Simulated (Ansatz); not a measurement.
P: frozen normal mode

These are results of Ansatz, DFT r2SCAN, scalar-relativistic, plane waves, PAW, not measurements. Cutoff 500 eV, Γ-centred 4×4×4 k-points, Gaussian smearing of 0.05 eV. No spin polarisation. Energies are free energies at this smearing, counted from the undisturbed cell; pressure is positive in compression.

The starting cell (relaxed at this level; this form isn't the usual structure):

```yaml
crystal:
  lattice:
    - [4.82690, -4.29037, 0.00397]
    - [4.82690, 4.29037, 0.00397]
    - [-0.01913, 0.00000, 5.55709]
  atoms:
    - { symbol: P, position: [0.84455, 0.84455, 0.24978] }
    - { symbol: P, position: [0.15545, 0.15545, 0.75022] }
    - { symbol: P, position: [0.71471, 0.71471, 0.57254] }
    - { symbol: P, position: [0.28529, 0.28529, 0.42746] }
    - { symbol: P, position: [0.52011, 0.77540, 0.25076] }
    - { symbol: P, position: [0.22460, 0.47989, 0.74924] }
    - { symbol: P, position: [0.47989, 0.22460, 0.74924] }
    - { symbol: P, position: [0.77540, 0.52011, 0.25076] }
```

The cell holds molecules and no dispersion correction was added, so their binding is poorly described.

A zone-centre mode of this cell is frozen in: each atom moves by x times its row below, so x is the largest displacement.
```
atom ux uy uz
  P1   0.000  -1.000   0.000
  P2   0.000   1.000   0.000
  P3   0.000  -0.549   0.000
  P4   0.000   0.549   0.000
  P5   0.597   0.033   0.141
  P6   0.597  -0.033   0.141
  P7  -0.597  -0.033  -0.141
  P8  -0.597   0.033  -0.141
```

| x (Å) | ΔE (meV/cell) |
| --- | --- |
| -0.4000 | 137.4 |
| -0.2000 | 13.9 |
| 0.0000 | 0.0 |
| 0.0500 | 0.4 |
| 0.1000 | 2.1 |
| 0.1500 | 6.0 |
| 0.2500 | 28.1 |
| 0.3000 | 51.3 |
| 0.3500 | 86.6 |

Problem. Predict the pressure (GPa) at each point.

Solution.
| x (Å) | pressure (GPa) |
| --- | --- |
| -0.4000 | -2.1 |
| -0.2000 | -0.6 |
| 0.0000 | 0.0 |
| 0.0500 | 0.0 |
| 0.1000 | -0.1 |
| 0.1500 | -0.3 |
| 0.2500 | -0.9 |
| 0.3000 | -1.2 |
| 0.3500 | -1.6 |

Cost: 9 runs of about 4.1 core-minutes in all, on AMD EPYC 7R32 (Zen 2) (shared hosts).